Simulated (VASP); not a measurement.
Set up this calculation in VASP 6.6.1, as the native input.

```yaml
Task: single point
Functional: HSE06
Potentials_or_basis: VASP PAW PBE potentials, release 64 (Ba_sv, Ti_sv, O)
Cutoff: 520 eV
k_mesh: 4 × 4 × 4
Occupations: gaussian, width 0.02 eV
Spin: no spin polarisation
Grid_for_exact_exchange_PRECFOCK: Fast
Screening_parameter: 0.2 1/A
Further_INCAR_settings: ALGO = Normal; EDIFF = 1e-06
```

Crystal: BaTiO3.

```xyz
5
Lattice="3.9666 0.0000 0.0000 0.0000 3.9666 0.0000 0.0000 0.0000 4.0656" Properties=species:S:1:pos:R:3 pbc="T T T"
Ba    1.9833    1.9833    2.3670
Ti    0.0000    0.0000    0.4009
O     0.0000    1.9833    0.2596
O     1.9833    0.0000    0.2596
O     0.0000    3.9666    2.2422
```

The cell is a database's computed one.

These files were run (other wordings do the same):

POSCAR

```
BaTiO3
1.0
    3.9665800000      0.0000000000      0.0000000000
    0.0000000000      3.9665800000      0.0000000000
    0.0000000000      0.0000000000      4.0656500000
Ba Ti O
1 1 3
Direct
    0.5000000000      0.5000000000      0.5821900000
    0.0000000000      0.0000000000      0.0986100000
    0.0000000000      0.5000000000      0.0638500000
    0.5000000000      0.0000000000      0.0638500000
    0.0000000000      1.0000000000      0.5515000000
```

INCAR.step1

```
SYSTEM = BaTiO3
PREC = Accurate ; ENCUT = 520
EDIFF = 1E-5 ; ISMEAR = 0
SIGMA = 0.02 ; LREAL = .FALSE.
LASPH = .TRUE. ; NELM = 100
ALGO = Normal ; ISIF = 2
LWAVE = .TRUE. ; LCHARG = .FALSE.
GGA = PE
```

INCAR.step2

```
SYSTEM = BaTiO3
PREC = Accurate ; ENCUT = 520
EDIFF = 1E-6 ; ISMEAR = 0
SIGMA = 0.02 ; LREAL = .FALSE.
LASPH = .TRUE. ; NELM = 100
ALGO = Normal ; ISIF = 2
LWAVE = .FALSE. ; LCHARG = .FALSE.
GGA = PE ; LHFCALC = .TRUE.
HFSCREEN = 0.2 ; PRECFOCK = Fast
ISTART = 1
```

KPOINTS

```
regular mesh
0
G
  4 4 4
  0 0 0
```

Potentials or basis: VASP PAW PBE potentials, release 64 (Ba_sv, Ti_sv, O).

Launch:

```bash
$ cat potpaw_PBE.64/Ba_sv/POTCAR potpaw_PBE.64/Ti_sv/POTCAR potpaw_PBE.64/O/POTCAR > POTCAR
$ cp INCAR.step1 INCAR
$ mpirun -np 1 vasp_std > vasp.out
$ cp INCAR.step2 INCAR
$ mpirun -np 1 vasp_std > vasp.out
```

It gave:

```
Pressure               : 1.0 GPa
Largest force          : 0.295 eV/Å
Band gap on the k mesh : 3.27 eV, indirect (least direct gap 3.67 eV)
```

Caveat: the PAW data sets were made with another functional, which shifts forces and pressure a little; spin-orbit coupling is left out, which moves the levels of the heavy elements.

It took 37 min on 1 thread of Intel(R) Xeon(R) Platinum 8259CL CPU @ 2.50GHz (Skylake/Cascade Lake), with other jobs on the host, peak memory 0.3 GiB.
